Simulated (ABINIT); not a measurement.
# TiB2 (P6/mmm) in ABINIT: further runs

One crystal, TiB2, is run at these levels: PBE; tasks: single point.

Everything below comes from runs of ABINIT 10.8.3 (patched build). Logs are shortened: lines on timing, memory, paths and dates and some standing lists are left out, and cuts for length are marked. The log counts tension as positive stress, the text compression.

## 1. The structure

It takes space group P6/mmm (No. 191, hexagonal). The conventional cell has a = 3.029 Å, b = 3.029 Å, c = 3.228 Å, α = 90.00°, β = 90.00°, γ = 120.00°. Around Ti (site symmetry 6/mmm) lie 12 B at 2.38 Å. B (site symmetry -6m2) is surrounded by 3 B at 1.75 Å.

## 2. Single point, PBE

File run.abi:

```
pp_dirpath "./"
pseudos "22_Ti_12_2.0_2.8_pbe_n_v1.0.psp8, 05_B_3_1.5_1.7_pbe_n_v1.0.psp8"

acell 3.0292 3.0292 3.2284 Angstrom
rprim
     1.0000000000     0.0000000000     0.0000000000
    -0.5000000000     0.8660254038     0.0000000000
     0.0000000000     0.0000000000     1.0000000000
ntypat 2
znucl 22 5
natom 3
typat 1 2 2
xred
     0.0000000000     0.0000000000     0.0000000000
     0.6666666667     0.3333333333     0.5000000000
     0.3333333333     0.6666666667     0.5000000000

ecut 30.0

kptopt 1
ngkpt 10 10 8
nshiftk 1
shiftk 0.0 0.0 0.0

ixc 11

nband 13
occopt 3
tsmear 0.05 eV

nstep 100
tolvrs 1.0e-10

iomode 3
prtwf 0
prtden 0
prteig 0
prtebands 0
```

Potentials or basis: SPMS NC PBE v1.0.

Launch:

```bash
$ abinit run.abi > log 2>&1
```

run.abo:

```text
.Version 10.8.3 of ABINIT
 Symmetries : space group P6/m m m (#191); Bravais hP (primitive hexag.)
================================================================================
 Values of the parameters that define the memory need of the present run
     intxc =       0    ionmov =       0      iscf =       7    lmnmax =       6
     lnmax =       6     mgfft =      32  mpssoang =       3    mqgrid =    3001
     natom =       3  nloc_mem =       1    nspden =       1   nspinor =       1
    nsppol =       1      nsym =      24    n1xccc =    2501    ntypat =       2
    occopt =       3   xclevel =       2
       mpw =        1375          nfft =       28800          nkpt =          70
================================================================================
================================================================================

--------------------------------------------------------------------------------
------------- Echo of variables that govern the present computation ------------
--------------------------------------------------------------------------------
 -outvars: echo values of preprocessed input variables --------
            acell      5.7243583806E+00  5.7243583806E+00  6.1007918249E+00 Bohr
              amu      4.78800000E+01  1.08110000E+01
             ecut      3.00000000E+01 Hartree
                       outvar_i_n : Printing only first  50 k-points.
              ixc          11
                       outvar_i_n : Printing only first  50 k-points.
         kptrlatt       10    0    0      0   10    0      0    0    8
          kptrlen      4.88063346E+01
            natom           3
            nband          13
            ngfft          30      30      32
             nkpt          70
            nstep         100
             nsym          24
           ntypat           2
                       prtocc : prtvol=0, do not print more k-points.
           occopt           3
           prtden           0
        prtebands           0
           prteig           0
            prtwf           0
            rprim      1.0000000000E+00  0.0000000000E+00  0.0000000000E+00
                      -5.0000000000E-01  8.6602540380E-01  0.0000000000E+00
                       0.0000000000E+00  0.0000000000E+00  1.0000000000E+00
          spgroup         191
           tolvrs      1.00000000E-10
           tsmear      1.83746611E-03 Hartree
            typat      1  2  2
                       outvars : Printing only first  50 k-points.
           xangst      0.0000000000E+00  0.0000000000E+00  0.0000000000E+00
                       1.5146000000E+00  8.7445471773E-01  1.6142000000E+00
                      -3.9857384438E-17  1.7489094355E+00  1.6142000000E+00
            xcart      0.0000000000E+00  0.0000000000E+00  0.0000000000E+00
                       2.8621791903E+00  1.6524799260E+00  3.0503959124E+00
                      -7.5319540682E-17  3.3049598520E+00  3.0503959124E+00
             xred      0.0000000000E+00  0.0000000000E+00  0.0000000000E+00
                       6.6666666667E-01  3.3333333333E-01  5.0000000000E-01
                       3.3333333333E-01  6.6666666667E-01  5.0000000000E-01
            znucl       22.00000    5.00000

================================================================================

 chkinp: Checking input parameters for consistency.

================================================================================
== DATASET  1 ==================================================================

--- !DatasetInfo
iteration_state: {dtset: 1, }
dimensions: {natom: 3, nkpt: 70, mband: 13, nsppol: 1, nspinor: 1, nspden: 1, mpw: 1375, }
cutoff_energies: {ecut:  30.0, pawecutdg:  -1.0, }
electrons: {nelect:   1.80000000E+01, charge:   0.00000000E+00, occopt:   3.00000000E+00, tsmear:   1.83746611E-03, }
meta: {optdriver: 0, ionmov: 0, optcell: 0, iscf: 7, paral_kgb: 0, }
...

 Exchange-correlation functional for the present dataset will be:
  GGA: Perdew-Burke-Ernzerhof functional - ixc=11
  J.P.Perdew, K.Burke, M.Ernzerhof, PRL 77, 3865 (1996)

 Real(R)+Recip(G) space primitive vectors, cartesian coordinates (Bohr,Bohr^-1):
 R(1)=  5.7243584  0.0000000  0.0000000  G(1)=  0.1746921  0.1008585  0.0000000
 R(2)= -2.8621792  4.9574398  0.0000000  G(2)=  0.0000000  0.2017170  0.0000000
 R(3)=  0.0000000  0.0000000  6.1007918  G(3)=  0.0000000  0.0000000  0.1639131
 Unit cell volume ucvol=  1.7312926E+02 bohr^3
 Angles (23,13,12)=  9.00000000E+01  9.00000000E+01  1.20000000E+02 degrees

 getcut: wavevector=  0.0000  0.0000  0.0000  ngfft=  30  30  32
         ecut(hartree)=     30.000   => boxcut(ratio)=   2.12711

--- Pseudopotential description ------------------------------------------------
- pspini: atom type   1  psp file is ./22_Ti_12_2.0_2.8_pbe_n_v1.0.psp8
    8   11    2    4       600   0.00000      pspcod,pspxc,lmax,lloc,mmax,r2well
    5.99000000000000    2.50000000000000    0.00000000000000   rchrg,fchrg,qchrg
     nproj     2     2     2
     extension_switch     1

- pspini: atom type   2  psp file is ./05_B_3_1.5_1.7_pbe_n_v1.0.psp8
    8   11    1    4       600   0.00000      pspcod,pspxc,lmax,lloc,mmax,r2well
    5.99000000000000    2.90000000000000    0.00000000000000   rchrg,fchrg,qchrg
     nproj     2     2
     extension_switch     1

   4.63122914E+02                                ecore*ucvol(ha*bohr**3)
--------------------------------------------------------------------------------

================================================================================

--- !BeginCycle
iteration_state: {dtset: 1, }
solver: {iscf: 7, nstep: 100, nline: 4, wfoptalg: 0, }
tolerances: {tolvrs: 1.00E-10, }
...

     iter   Etot(hartree)      deltaE(h)  residm     vres2
 ETOT  1  -64.394231448886    -6.439E+01 1.537E-01 8.199E+02
 ETOT  2  -63.931368924015     4.629E-01 2.601E-01 2.428E+03
 ETOT  3  -64.654510394010    -7.231E-01 6.512E-02 1.106E+01
 ETOT  4  -64.658347728381    -3.837E-03 1.977E-02 2.329E+00
 ETOT  5  -64.658921775902    -5.740E-04 1.260E-02 4.253E-01
 ETOT  6  -64.659035459678    -1.137E-04 1.225E-02 8.804E-03
 ETOT  7  -64.659038459972    -3.000E-06 6.678E-03 3.262E-05
 ETOT  8  -64.659038473529    -1.356E-08 3.959E-03 1.074E-05
 ETOT  9  -64.659038476321    -2.792E-09 2.762E-03 2.371E-07
 ETOT 10  -64.659038476399    -7.859E-11 2.144E-03 1.027E-10
 ETOT 11  -64.659038476400    -2.842E-14 2.105E-03 1.059E-10
 ETOT 12  -64.659038476400    -3.979E-13 1.409E-03 1.529E-12

 At SCF step   12       vres2   =  1.53E-12 < tolvrs=  1.00E-10 =>converged.

 Cartesian components of stress tensor (hartree/bohr^3)
  sigma(1 1)=  1.31364957E-06  sigma(3 2)=  0.00000000E+00
  sigma(2 2)=  1.31364901E-06  sigma(3 1)=  0.00000000E+00
  sigma(3 3)=  3.87575983E-06  sigma(2 1)=  0.00000000E+00

--- !ResultsGS
iteration_state: {dtset: 1, }
comment   : Summary of ground state results
lattice_vectors:
- [  5.7243584,   0.0000000,   0.0000000, ]
- [ -2.8621792,   4.9574398,   0.0000000, ]
- [  0.0000000,   0.0000000,   6.1007918, ]
lattice_lengths: [   5.72436,    5.72436,    6.10079, ]
lattice_angles: [ 90.000,  90.000, 120.000, ] # degrees, (23, 13, 12)
lattice_volume:   1.7312926E+02
convergence: {deltae: -3.979E-13, res2:  1.529E-12, residm:  1.409E-03, diffor: null, }
etotal    :  -6.46590385E+01
entropy   :   0.00000000E+00
fermie    :   4.11690344E-01
cartesian_stress_tensor: # hartree/bohr^3
- [  1.31364957E-06,   0.00000000E+00,   0.00000000E+00, ]
- [  0.00000000E+00,   1.31364901E-06,   0.00000000E+00, ]
- [  0.00000000E+00,   0.00000000E+00,   3.87575983E-06, ]
pressure_GPa:  -6.3776E-02
xred      :
- [  0.0000E+00,   0.0000E+00,   0.0000E+00, Ti]
- [  6.6667E-01,   3.3333E-01,   5.0000E-01,  B]
- [  3.3333E-01,   6.6667E-01,   5.0000E-01,  B]
cartesian_forces: # hartree/bohr
- [ -0.00000000E+00,  -0.00000000E+00,  -0.00000000E+00, ]
- [ -0.00000000E+00,  -0.00000000E+00,  -0.00000000E+00, ]
- [ -0.00000000E+00,  -0.00000000E+00,  -0.00000000E+00, ]
force_length_stats: {min:   0.00000000E+00, max:   0.00000000E+00, mean:   0.00000000E+00, }
...

 Integrated electronic density in atomic spheres:
 ------------------------------------------------
 Atom  Sphere_radius  Integrated_density
    1        2.00000          9.57144539
    2        2.00000          2.81539424
    3        2.00000          2.81539424
================================================================================

 ----iterations are completed or convergence reached----

 Mean square residual over all n,k,spin=   49.442E-07; max=  14.092E-04
 reduced coordinates (array xred) for    3 atoms
       0.000000000000      0.000000000000      0.000000000000
       0.666666666667      0.333333333333      0.500000000000
       0.333333333333      0.666666666667      0.500000000000
 rms dE/dt=  0.0000E+00; max dE/dt=  0.0000E+00; dE/dt below (all hartree)
    1       0.000000000000      0.000000000000      0.000000000000
    2       0.000000000000      0.000000000000      0.000000000000
    3       0.000000000000      0.000000000000      0.000000000000

 cartesian coordinates (angstrom) at end:
    1      0.00000000000000     0.00000000000000     0.00000000000000
    2      1.51460000000000     0.87445471773032     1.61420000000000
    3     -0.00000000000000     1.74890943546064     1.61420000000000

 cartesian forces (hartree/bohr) at end:
    1     -0.00000000000000    -0.00000000000000    -0.00000000000000
    2     -0.00000000000000    -0.00000000000000    -0.00000000000000
    3     -0.00000000000000    -0.00000000000000    -0.00000000000000
 frms,max,avg= 0.0000000E+00 0.0000000E+00   0.000E+00  0.000E+00  0.000E+00 h/b

 cartesian forces (eV/Angstrom) at end:
    1     -0.00000000000000    -0.00000000000000    -0.00000000000000
    2     -0.00000000000000    -0.00000000000000    -0.00000000000000
    3     -0.00000000000000    -0.00000000000000    -0.00000000000000
 frms,max,avg= 0.0000000E+00 0.0000000E+00   0.000E+00  0.000E+00  0.000E+00 e/A
 length scales=  5.724358380600  5.724358380600  6.100791824881 bohr
              =  3.029200000000  3.029200000000  3.228400000000 angstroms
 Fermi (or HOMO) energy (hartree) =   0.41169   Average Vxc (hartree)=  -0.47326
 Eigenvalues (hartree) for nkpt=  70  k points:
 kpt#   1, nband= 13, wtk=  0.00125, kpt=  0.0000  0.0000  0.0000 (reduced coord)
  -1.68027   -0.81055   -0.79934   -0.79934   -0.08293    0.31781    0.31781    0.32780
   0.33600    0.48361    0.48361    0.54794    0.54795
      occupation numbers for kpt#   1
   2.00000    2.00000    2.00000    2.00000    2.00000    2.00000    2.00000    2.00000
   2.00000    0.00000    0.00000    0.00000    0.00000
 prteigrs : prtvol=0 or 1, do not print more k-points.

--- !EnergyTerms
iteration_state     : {dtset: 1, }
comment             : Components of total free energy in Hartree
kinetic             :  2.61299520400826E+01
hartree             :  1.15143277089853E+01
xc                  : -1.11001956426913E+01
Ewald energy        : -5.13087758946070E+01
psp_core            :  2.67501240330986E+00
local_psp           : -3.74222149410572E+01
non_local_psp       : -5.14691179099804E+00
internal            : -6.46588061169757E+01
'-kT*entropy'       : -2.32359424166015E-04
total_energy        : -6.46590384763999E+01
total_energy_eV     : -1.75946207027506E+03
band_energy         : -6.04439277356053E+00
...

 Cartesian components of stress tensor (hartree/bohr^3)
  sigma(1 1)=  1.31364957E-06  sigma(3 2)=  0.00000000E+00
  sigma(2 2)=  1.31364901E-06  sigma(3 1)=  0.00000000E+00
  sigma(3 3)=  3.87575983E-06  sigma(2 1)=  0.00000000E+00

-Cartesian components of stress tensor (GPa)         [Pressure= -6.3776E-02 GPa]
- sigma(1 1)=  3.86489046E-02  sigma(3 2)=  0.00000000E+00
- sigma(2 2)=  3.86488882E-02  sigma(3 1)=  0.00000000E+00
- sigma(3 3)=  1.14028791E-01  sigma(2 1)=  0.00000000E+00

== END DATASET(S) ==============================================================
================================================================================

 -outvars: echo values of variables after computation  --------
            acell      5.7243583806E+00  5.7243583806E+00  6.1007918249E+00 Bohr
           etotal     -6.4659038476E+01
            fcart     -0.0000000000E+00 -0.0000000000E+00 -0.0000000000E+00
                      -0.0000000000E+00 -0.0000000000E+00 -0.0000000000E+00
                      -0.0000000000E+00 -0.0000000000E+00 -0.0000000000E+00
            rprim      1.0000000000E+00  0.0000000000E+00  0.0000000000E+00
                      -5.0000000000E-01  8.6602540380E-01  0.0000000000E+00
                       0.0000000000E+00  0.0000000000E+00  1.0000000000E+00
           strten      1.3136495654E-06  1.3136490101E-06  3.8757598285E-06
                       0.0000000000E+00  0.0000000000E+00  0.0000000000E+00
           xangst      0.0000000000E+00  0.0000000000E+00  0.0000000000E+00
                       1.5146000000E+00  8.7445471773E-01  1.6142000000E+00
                      -3.9857384438E-17  1.7489094355E+00  1.6142000000E+00
             xred      0.0000000000E+00  0.0000000000E+00  0.0000000000E+00
                       6.6666666667E-01  3.3333333333E-01  5.0000000000E-01
                       3.3333333333E-01  6.6666666667E-01  5.0000000000E-01
 Calculation completed.
```

Run time: 31 s. Hardware: 1 thread of Arm Neoverse V2, shared host; peak memory 0.08 GiB.

Results:

| Property | Result |
| --- | --- |
| Free energy | -1759.4621 eV |
| Pressure | -0.1 GPa |
| Band gap on the k mesh | none (metal or under the smearing width) |
| Valence electrons inside the program's atomic spheres | Ti 9.57; B 2.82 |

## 3. Single point, PBE

run.abi, as its differences from that of step 2:

```diff
@@ -1,3 +1,3 @@
 pp_dirpath "./"
-pseudos "22_Ti_12_2.0_2.8_pbe_n_v1.0.psp8, 05_B_3_1.5_1.7_pbe_n_v1.0.psp8"
+pseudos "Ti.GGA_PBE-JTH.xml, B.GGA_PBE-JTH.xml"
 
@@ -17,3 +17,5 @@
 
-ecut 30.0
+ecut 15.0
+pawecutdg 30.0
+pawxcdev 0
 
@@ -31,3 +33,3 @@
 nstep 100
-tolvrs 1.0e-10
+tolvrs 1.0e-9
```

Potentials or basis: JTH PAW PBE v2.0.

Launch:

```bash
$ abinit run.abi > log 2>&1
```

run.abo:

```text
.Version 10.8.3 of ABINIT
 Symmetries : space group P6/m m m (#191); Bravais hP (primitive hexag.)
================================================================================
 Values of the parameters that define the memory need of the present run
     intxc =       0    ionmov =       0      iscf =      17    lmnmax =      18
     lnmax =       6     mgfft =      24  mpssoang =       3    mqgrid =    3001
     natom =       3  nloc_mem =       2    nspden =       1   nspinor =       1
    nsppol =       1      nsym =      24    n1xccc =       1    ntypat =       2
    occopt =       3   xclevel =       2
       mpw =         494          nfft =        9600          nkpt =          70
 PAW method is used; the additional fine FFT grid is defined by:
   mgfftf=        32    nfftf =     28800
================================================================================
================================================================================

--------------------------------------------------------------------------------
------------- Echo of variables that govern the present computation ------------
--------------------------------------------------------------------------------
 -outvars: echo values of preprocessed input variables --------
            acell      5.7243583806E+00  5.7243583806E+00  6.1007918249E+00 Bohr
              amu      4.78800000E+01  1.08110000E+01
             ecut      1.50000000E+01 Hartree
                       outvar_i_n : Printing only first  50 k-points.
              ixc          11
                       outvar_i_n : Printing only first  50 k-points.
[... 232 lines left out ...]
comment             : 'Components of total free energy, including PAW core contributions'
Total energy        : -9.03625415218359E+02
Total energy DC     : -9.03625418219632E+02
Total energy (eV)   : -2.45889001951917E+04
Total energy DC (eV): -2.45889002768605E+04
...

 Cartesian components of stress tensor (hartree/bohr^3)
  sigma(1 1)= -3.03736183E-05  sigma(3 2)=  0.00000000E+00
  sigma(2 2)= -3.03736190E-05  sigma(3 1)=  0.00000000E+00
  sigma(3 3)= -1.57484423E-05  sigma(2 1)=  0.00000000E+00

-Cartesian components of stress tensor (GPa)         [Pressure=  7.5019E-01 GPa]
- sigma(1 1)= -8.93622702E-01  sigma(3 2)=  0.00000000E+00
- sigma(2 2)= -8.93622724E-01  sigma(3 1)=  0.00000000E+00
- sigma(3 3)= -4.63335168E-01  sigma(2 1)=  0.00000000E+00

== END DATASET(S) ==============================================================
================================================================================

 -outvars: echo values of variables after computation  --------
            acell      5.7243583806E+00  5.7243583806E+00  6.1007918249E+00 Bohr
           etotal     -6.4489903535E+01
            fcart     -1.5679458693E-29 -9.0525396969E-30 -0.0000000000E+00
                       7.8397293464E-30  4.5262698485E-30 -0.0000000000E+00
                       7.8397293464E-30  4.5262698485E-30 -0.0000000000E+00
            rprim      1.0000000000E+00  0.0000000000E+00  0.0000000000E+00
                      -5.0000000000E-01  8.6602540380E-01  0.0000000000E+00
                       0.0000000000E+00  0.0000000000E+00  1.0000000000E+00
           strten     -3.0373618294E-05 -3.0373619024E-05 -1.5748442279E-05
                       0.0000000000E+00  0.0000000000E+00  0.0000000000E+00
           xangst      0.0000000000E+00  0.0000000000E+00  0.0000000000E+00
                       1.5146000000E+00  8.7445471773E-01  1.6142000000E+00
                      -3.9857384438E-17  1.7489094355E+00  1.6142000000E+00
             xred      0.0000000000E+00  0.0000000000E+00  0.0000000000E+00
                       6.6666666667E-01  3.3333333333E-01  5.0000000000E-01
                       3.3333333333E-01  6.6666666667E-01  5.0000000000E-01
 Calculation completed.
```

Run time: 12 s. Hardware: 1 thread of Arm Neoverse V2, shared host; peak memory 0.1 GiB.

What came out:

```yaml
Free_energy: -1754.8597 eV
Pressure: 0.8 GPa
Band_gap_on_the_k_mesh: none (metal or under the smearing width)
```

Stress tensor (GPa, compression positive):
```
0.89 0.00 0.00
0.00 0.89 0.00
0.00 0.00 0.46
```

Levels at points of the mesh, in eV from the Fermi level:
```
           k point  band 5  band 6  band 7  band 8  band 9  band 10  band 11  band 12  band 13
(0.00, 0.00, 0.00)  -13.46   -2.55   -2.55   -2.27   -2.06     1.96     1.96     3.71     3.71
(0.50, 0.00, 0.00)   -9.32   -9.17   -3.21   -3.17   -2.21     1.40     2.81     3.28     3.42
(0.00, 0.00, 0.50)  -11.52   -7.56   -0.49   -0.49   -0.12    -0.12     0.49     0.49     1.70
(0.50, 0.00, 0.50)   -9.70   -7.49   -4.59   -3.77   -3.08     2.55     2.98     4.53     4.65
```

Caveat: the atomic spheres overlap.
